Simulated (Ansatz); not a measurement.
## How far is PAW off for BaTe?

```
Ba Te
1.0
     4.24236    0.00000    0.00000
     0.00000    4.24236    0.00000
     0.00000    0.00000    4.24236
Ba Te
1 1
Direct
  0.00000 0.00000 0.00000
  0.50000 0.50000 0.50000
```

Atom numbers follow the list: Ba1, Te2.

The conventional cell has a = 4.242 Å, b = 4.242 Å, c = 4.242 Å, α = 90.00°, β = 90.00°, γ = 90.00°. Ba (atom 1) is surrounded by 8 Te at 3.67 Å. Around Te (atom 2) lie 8 Ba at 3.67 Å.

The structure comes from a relaxation in the same program, started in the CsCl type, and has space group Pm-3m. Whether it is a known phase or the ground state wasn't checked.

Spin–orbit coupling is left out, though it moves levels of the heavy atoms by tenths of an eV or more.

Methods: DFT, PBE, PAW with Ansatz's default frozen-core files, scalar-relativistic (Ansatz 0.2.0); DFT, PBE, all-electron LAPW, scalar-relativistic (Ansatz 0.2.0).

For PAW: a Γ-centred 9×9×9 k mesh, Fermi–Dirac smearing of 0.05 eV, cutoff 420 eV, no spin polarisation. LAPW targets a basis error of 1 meV/atom. The Ansatz runs share mesh, smearing and spin set-up. Plane-wave (PAW) pressures include the program's estimate of the Pulay term.

Stress and pressure are positive in compression.

Levels count from the top of the valence band.

PAW results:

```csv
quantity,PAW
pressure (GPa),0.03
band gap (eV),0.857
highest filled level at M (eV),0.000
lowest empty level at M (eV),1.074
highest filled level at Γ (eV),-0.344
lowest empty level at Γ (eV),0.857
highest filled level at R (eV),-2.872
lowest empty level at R (eV),4.800
```

Q: What does full-potential LAPW give for the same quantities?

A: 
```
                      quantity    LAPW
                pressure (GPa)    0.03
                 band gap (eV)   0.856
highest filled level at M (eV)   0.000
  lowest empty level at M (eV)   1.074
highest filled level at Γ (eV)  -0.344
  lowest empty level at Γ (eV)   0.856
highest filled level at R (eV)  -2.872
  lowest empty level at R (eV)   4.798
```
